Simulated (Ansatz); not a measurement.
Crystal: MoP.

```
CELL_PARAMETERS angstrom
3.22300 0.00000 0.00000
-1.61150 2.79120 0.00000
0.00000 0.00000 3.19100
ATOMIC_POSITIONS crystal
Mo 0.00000 0.00000 0.00000
P 0.33333 0.66667 0.50000
```

Base run:

| Quantity | Value |
| --- | --- |
| Program | Ansatz 0.2.0 |
| Functional | PBE |
| Potentials or basis | Ansatz PAW |
| Cutoff | 420 eV (not typed: the program's choice for these potentials) |
| k mesh | 10 × 10 × 8 |
| Occupations | fermi-dirac, width 0.05 eV |
| Spin | no spin polarisation |

Its results: band gap on the k mesh none (metal or under the smearing width); pressure 2.6 GPa.

The run is repeated on the same cell with these changes: functional from PBE to HSE03; k mesh from 10 × 10 × 8 to 6 × 6 × 5. What comes out?

Band gap on the k mesh none (metal or under the smearing width); pressure -3.7 GPa.

Several settings changed at once, so the effect can't be laid on one alone.

Caveats: some runs use coarse meshes; the PAW data sets come from PBE, with cores solved anew for the run's functional, which leaves a small shift of forces and pressure (some runs); the thresholds are loose for stress (some runs).
